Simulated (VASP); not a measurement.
Wanted: the native input for a VASP 6.6.1 run.

```
Task                   : relaxation of cell and atoms
Functional             : PBEsol
Potentials or basis    : VASP PAW PBE potentials, release 64 (Be, Se)
Cutoff                 : 600 eV
k mesh                 : 10 × 10 × 10
Occupations            : gaussian, width 0.02 eV
Spin                   : no spin polarisation
Dipole correction      : no
Further INCAR settings : ALGO = Normal; EDIFF = 1e-07; IBRION = 2; EDIFFG = -0.005; NSW = 100; ISIF = 3
```

The structure of BeSe lies in POSCAR:

```
BeSe
1.0
    0.0000000000      2.5350000000      2.5350000000
    2.5350000000      0.0000000000      2.5350000000
    2.5350000000      2.5350000000      0.0000000000
Be Se
1 1
Direct
    0.0000000000      0.0000000000      0.0000000000
    0.2500000000      0.2500000000      0.2500000000
```

One way to write it, as run:

INCAR

```
SYSTEM = BeSe
PREC = Accurate ; ENCUT = 600
EDIFF = 1E-7 ; ISMEAR = 0
SIGMA = 0.02 ; LREAL = .FALSE.
LASPH = .TRUE. ; NELM = 100
ALGO = Normal ; ISIF = 3
LWAVE = .FALSE. ; LCHARG = .FALSE.
GGA = PS ; IBRION = 2
NSW = 100 ; EDIFFG = -0.005
```

KPOINTS

```
Automatic mesh
0
G
  10 10 10
  0 0 0
```

Potentials or basis: VASP PAW PBE potentials, release 64 (Be, Se).

Run with:

```sh
$ cat potpaw_PBE.64/Be/POTCAR potpaw_PBE.64/Se/POTCAR > POTCAR
$ mpirun -np 1 vasp_std > vasp.out
```

It gave:

```
Relaxed volume                         : 16.93 Å³/atom
Relaxed cell                           : a = 3.631 Å, b = 3.631 Å, c = 3.631 Å, α = 60.00°, β = 60.00°, γ = 60.00°
Space group after relaxing (to 0.05 Å) : F-43m (No. 216)
Energy gained by relaxing              : 6.3 meV/atom
Ionic steps                            : 3
Pressure after relaxing                : 0.0 GPa
Band gap on the k mesh                 : 2.46 eV, indirect (least direct gap 4.26 eV)
```

Caveat: the PAW data sets were made with another functional, which shifts forces and pressure a little.

Run time: 21 s on 1 thread of Intel(R) Xeon(R) 6975P-C (Granite Rapids), with other jobs on the host, peak memory 0.18 GiB.
